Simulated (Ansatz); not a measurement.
## A bimetallic surface: W on Al(110), one layer, both faces: cost of one run

Ansatz 0.2.0; DFT, PBE, plane-wave PAW, default files, scalar-relativistic. The cell holds 24 atoms.

Input file input.yaml:

```yaml
crystal:
  lattice:
    - [8.08, 0.0, 0.0]
    - [0.0, 5.713422792, 0.0]
    - [0.0, 0.0, 21.14177849]
  atoms:
    - { symbol: W, position: [0.0, 0.0, 0.668902027] }
    - { symbol: W, position: [0.5, 0.0, 0.668902027] }
    - { symbol: W, position: [0.0, 0.5, 0.668902027] }
[... 15 atom lines left out ...]
    - { symbol: Al, position: [0.0, 0.5, 0.398658784] }
    - { symbol: Al, position: [0.5, 0.5, 0.398658784] }
    - { symbol: W, position: [0.25, 0.25, 0.331097973] }
    - { symbol: W, position: [0.75, 0.25, 0.331097973] }
    - { symbol: W, position: [0.25, 0.75, 0.331097973] }
    - { symbol: W, position: [0.75, 0.75, 0.331097973] }
kpoints:
  mp_grid: { grid: [4, 6, 1] }
scf:
  occupations: { method: fermi_dirac, width: 0.05 }
  n_extra_bands: 18
hamiltonian:
  xc: pbe
  pseudopotentials: { kind: paw }
output:
  forces: true
  write_potential: true
  volumetric_format: []
relax:
  f_tol: 0.03
  max_steps: 45
  constraints: [{ sites: [8, 9, 10, 11, 12, 13, 14, 15] }]
```

Run with:

```bash
ansatz run input.yaml --threads 4 --pin off --max-ram 14336MiB --backend cpu --events-out ev --progress --plain --runs-dir out
```

The cutoff in use is 420 eV. For reference, a run of the same kind (6 atoms, 48 k-points, 21 bands and 4,783 plane waves; 22 SCF cycles) took 18 s and 0.59 GiB on the same hardware.

Q: Estimate wall time and peak memory on 4 threads of Arm Neoverse V1, shared host.

A cutoff of 420 eV is a sphere of radius 10.5 Å⁻¹, so a cell of 976 Å³ holds about V·G³/6π² = 19,074 plane waves. At two electrons a band, the 160 electrons need 80 bands, and 18 more are carried. Symmetry cuts the 4×6×1 mesh from 24 to 12 points. The run has 12 k-points, 98 bands and 19,159 plane waves. Taking the work of a cycle as k-points × spins × bands × plane waves, that is 4.7 times the reference, or 86 s at the reference's 22 cycles. The run needed 27 SCF cycles over 4 ionic steps, which makes it about 1.8 min. One copy of the wavefunctions takes 0.34 GiB at 16 bytes a coefficient, against 0.072 GiB in the reference; grids, projectors and work arrays come on top. Measured: about 81 s, with a peak of 2.7 GiB. The run was quicker than this simple count says.

[Logs are printed without paths, hosts, clocks, repeated set-up lines and the standing remarks that a program may print on its own settings, such as how far it seeks lower states.]

[Hosts, paths, dates, database ids (printed as entryN), source tags and the programs' standing remarks are cut or masked in the printed files.]

[Maps of the electrostatic potential energy from Ansatz leave out the sawtooth potential of an applied field or a dipole correction, so their vacuum need not be flat; work functions include it.]
